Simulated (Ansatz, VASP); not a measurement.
Ni: VASP beside Ansatz

```
CELL_PARAMETERS angstrom
-1.39152 1.39152 1.39152
1.39152 -1.39152 1.39152
1.39152 1.39152 -1.39152
ATOMIC_POSITIONS crystal
Ni 0.00000 0.00000 0.00000
```

Change from the starting cell: volume scaled by 0.98.

Alike in both runs: task single point; functional PBE; k mesh 18 × 18 × 18; occupations fermi-dirac, width 0.08 eV; collinear spin.

|  | VASP | Ansatz |
| --- | --- | --- |
| version | VASP 6.6.1 | Ansatz 0.2.0 |
| potentials or method | VASP PAW PBE potentials, release 64 (Ni), cutoff 520 eV | all-electron LAPW, scalar-relativistic |

VASP gave:

```
pressure (GPa)                                                : 4.0
net moment per atom (μB)                                      : 0.54
size of the moment on the site where the two differ most (μB) : 0.55
```

Question: What did Ansatz give for the same quantities?

Answer: Pressure (GPa): 4.1; net moment per atom (μB): 0.55; size of the moment on the site where the two differ most (μB): 0.57.

Site moments also hang on the region over which each program counts them. Ansatz ran all-electron here, so the differences hold the error of VASP's frozen core and of both bases.
